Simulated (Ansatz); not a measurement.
InP:

```
CELL_PARAMETERS angstrom
0.00000 2.76883 2.76883
2.76883 0.00000 2.76883
2.76883 2.76883 0.00000
ATOMIC_POSITIONS crystal
In 0.00000 0.00000 0.00000
P 0.50000 0.50000 0.50000
```

Measurements of this composition are mostly on another form, of space group No. 216.

| Item | Value |
| --- | --- |
| Program | Ansatz 0.2.0 |
| Task | relaxation of cell and atoms |
| Functional | B3LYP |
| Potentials or basis | Ansatz PAW |
| Cutoff | 420 eV (not typed: the program's choice for these potentials) |
| k mesh | 4 × 4 × 4 |
| Occupations | fermi-dirac, width 0.05 eV |
| Spin | no spin polarisation |

At the start: volume 21.23 Å³/atom.

Question: Where does the relaxation end?

Answer: It ends after 5 steps and the volume is 21.80 Å³/atom (+2.7 %); space group Fm-3m (No. 225, to 0.05 Å).

Step by step:
| step | energy change (eV) | largest force (eV/Å) | volume (Å³) |
| --- | --- | --- | --- |
| 1 | 0.0000 | 0.0000 | 42.45 |
| 2 | -0.0030 | 0.0000 | 44.45 |
| 3 | -0.0069 | 0.0000 | 43.63 |
| 4 | -0.0069 | 0.0000 | 43.59 |
| 5 | -0.0071 | 0.0000 | 43.59 |

Final structure:
```xyz
2
Lattice="0.0000 2.7933 2.7933 2.7933 0.0000 2.7933 2.7933 2.7933 0.0000" Properties=species:S:1:pos:R:3 pbc="T T T"
In    0.0000    0.0000    0.0000
P     2.7933    2.7933    2.7933
```

Caveat: the k mesh is coarse (spacing up to 0.49 Å⁻¹), so the values aren't converged, least of all with exact exchange; the plane-wave basis is chosen anew once the cell has moved, so the energies of steps on either side of that aren't comparable; the PAW data sets come from PBE, with cores solved anew for the run's functional, which leaves a small shift of forces and pressure.
